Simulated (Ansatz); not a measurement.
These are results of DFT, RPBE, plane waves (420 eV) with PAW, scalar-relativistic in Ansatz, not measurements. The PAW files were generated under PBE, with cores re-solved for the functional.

An element in the hcp structure gives this curve. The cell is scaled uniformly from the relaxed one, with fractional coordinates and shape fixed. Energies are extrapolated to zero smearing, pressures are those at the given smearing. Magnetic state: spin not included.

```tsv
V (Å³/atom)	E − E₀ (meV/atom)	P (GPa)
18.537	15.0	2.10
19.380	6.3	1.28
20.222	1.5	0.59
21.065	0.0	0.01
21.908	1.3	-0.47
22.750	5.0	-0.88
23.593	10.6	-1.23
```

**Question.** Which element is it?
A. hafnium
B. lithium
C. gallium
D. germanium

**Answer.** B. Its fit is V₀ = 21.06 Å³/atom, B₀ = 13.2 GPa, B₀′ = 3.3.
